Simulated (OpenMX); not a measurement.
SiO2 (Cristobalite) under changes of volume

One of the cells (14.402 Å³/atom); the others are scaled copies at fixed shape and fractional positions:

```
Si O
1.0
     4.98200    0.00000    0.00000
     0.00000    4.98200    0.00000
     0.00000    0.00000    6.96300
Si O
4 8
Direct
  0.79897 0.20103 0.75000
  0.70103 0.70103 0.50000
  0.20103 0.79897 0.25000
  0.29897 0.29897 0.00000
  0.10347 0.23989 0.82187
  0.26011 0.60347 0.07187
  0.89653 0.76011 0.32187
  0.73989 0.39653 0.57187
  0.60347 0.26011 0.92813
  0.76011 0.89653 0.67813
  0.39653 0.73989 0.42813
  0.23989 0.10347 0.17813
```

```yaml
Program: OpenMX 3.8.5
Functional: PBE
Potentials_or_basis: OpenMX 2013 PBE set, Si7.0-s2p1d1, O6.0-s2p2, fixed grid of 60 × 60 × 84 points
k_mesh: 7 × 7 × 5
Occupations: fermi-dirac, width 0.05 eV
Spin: no spin polarisation
```

```tsv
volume (Å³/atom)	energy over the lowest point (meV/atom)	gap on the mesh (eV)	largest force (eV/Å)
13.538	126.93	6.70	1.173
13.826	86.89	6.54	0.908
14.114	55.40	6.38	0.661
14.402	?	?	?
14.690	14.91	6.05	0.519
14.978	4.56	5.87	0.485
15.266	0.00	5.69	0.453
```

Q: What does the run at 14.402 Å³/atom give?

A: Energy over the lowest point 31.64 meV/atom; gap on the mesh 6.22 eV; largest force 0.551 eV/Å.

Worked out: A Birch-Murnaghan fit of order 3 (a polynomial in V^(-2/3)) to the other rows has its minimum at 15.37 Å³/atom, just outside them, with B0 = V·E''(V) = 151 GPa and B' = 4.1 at fixed shape and positions, which overstates the stiffness. It gives 31.64 meV/atom at 14.402 Å³/atom, against the run's 31.64. A parabola through the other rows of the gap, of slope -8.41 eV per unit of ln V (its deformation potential) there, gives 6.22 eV, against the run's 6.22.

Energies are extrapolated to zero smearing.

Caveats: an odd mesh through Γ misses points on the zone boundary, where band edges often lie; the cell was measured hot, at 340 K; the basis of atomic orbitals isn't converged, which shifts pressures, moduli and gaps; forces of over 1 eV/Å show positions far from the minimum, so gaps and moduli don't describe the material at rest (some runs).
